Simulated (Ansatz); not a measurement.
Input and command of a plane-wave DFT calculation in Ansatz:

```yaml
crystal:
  lattice:
    - [0.0, 0.0, 2.470761206]
    - [2.6084914272, 0.0, 0.0]
    - [0.0, 4.518039683, 0.0]
  atoms:
    - { symbol: Si, position: [0.0, 0.0, 0.0166001198] }
    - { symbol: Si, position: [0.0, 0.5, 0.4833998802] }
basis:
  ecutwfc: 420
kpoints:
  mp_grid: { grid: [24, 22, 14] }
hamiltonian:
  xc: lda
scf:
  occupations: { method: gaussian, width: 0.15 }
output:
  forces: true
  stress: true
  eigenvalues: true
```

```bash
ansatz run input.yaml --threads 2 --pin off --max-ram 5120MiB --backend cpu --events-out ev --progress --plain --runs-dir out
```

Processor: AMD EPYC 9R45 96-Core Processor (Zen 5), 2 threads, on a host shared with other jobs.

Task: How long does it run, and how much memory does it take?

Result: About 3.8 s on 2 threads of AMD EPYC 9R45 96-Core Processor (Zen 5), on a shared host, peak memory 0.65 GiB. It solves 8 bands at 1248 k points (the mesh reduced by symmetry) with about 563 plane waves, in 6 SCF iterations.
